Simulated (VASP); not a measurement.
Here is a VASP 6.6.1 calculation.

The input INCAR:

```
SYSTEM = CoO
ALGO = Fast ; EDIFF = 1E-6
EDIFFG = -0.01 ; ENCUT = 600
GGA = PE ; IBRION = 2
ISIF = 3 ; ISMEAR = -1
ISPIN = 2 ; IVDW = 2
LASPH = .True. ; LCHARG = .False.
LMAXMIX = 4 ; LORBIT = 11
LREAL = .False. ; LWAVE = .False.
MAGMOM = 2 0 ; NELM = 120
NSW = 60 ; PREC = Accurate
SIGMA = 0.05
```

Contents of KPOINTS:

```
k-points
0
Gamma
  8 8 7
  0 0 0
```

File POSCAR:

```
CoO
1.0
    2.8284500000      0.0000000000      0.0000000000
   -1.4142300000      2.4495100000      0.0000000000
    0.0000000000      0.0000000000      2.7217200000
Co O
1 1
Direct
    0.0000000000      0.0000000000      0.5000000000
    0.6666700000      0.3333300000      0.0000000000
```

Potentials or basis: VASP PAW PBE potentials, release 64 (Co, O).

The run is started by

```bash
$ cat potpaw_PBE.64/Co/POTCAR potpaw_PBE.64/O/POTCAR > POTCAR
$ mpirun -np 1 vasp_std > vasp.out
```

**Question.** Predict the Hirshfeld charges.

**Answer.** Co +0.32; O -0.32 e.

**Question.** Predict the site moments.

**Answer.** Co +2.54; O +0.41 μB.

**Question.** Estimate the band gap on the k mesh.

**Answer.** None (metal or under the smearing width).

The path:
```tsv
step	energy change (eV)	largest force (eV/Å)	pressure (GPa)	volume (Å³)
1	0.0000	0.0000	-4.61	18.86
2	-0.0044	0.0000	2.86	18.13
3	-0.0067	0.0000	-0.16	18.39
4	-0.0067	0.0000	0.16	18.38
5	-0.0073	0.0000	0.02	18.36
6	-0.0074	0.0000	0.03	18.35
7	-0.0076	0.0000	0.02	18.34
8	-0.0076	0.0000	0.01	18.32
9	-0.0076	0.0000	0.10	18.34
```

Caveat: atom-pairwise D2, TS and ULG terms overbind metals; a cell with one magnetic atom can't hold antiferromagnetic order, which such compounds often take; semilocal functionals often make such compounds metallic where correlation or magnetic order opens a gap, which also shifts bond lengths; pairwise dispersion overbinds metals, which lowers pressure and volume. With open d or f shells a metallic result of PBE can be an artefact of self-interaction; +U or a hybrid may open a gap.
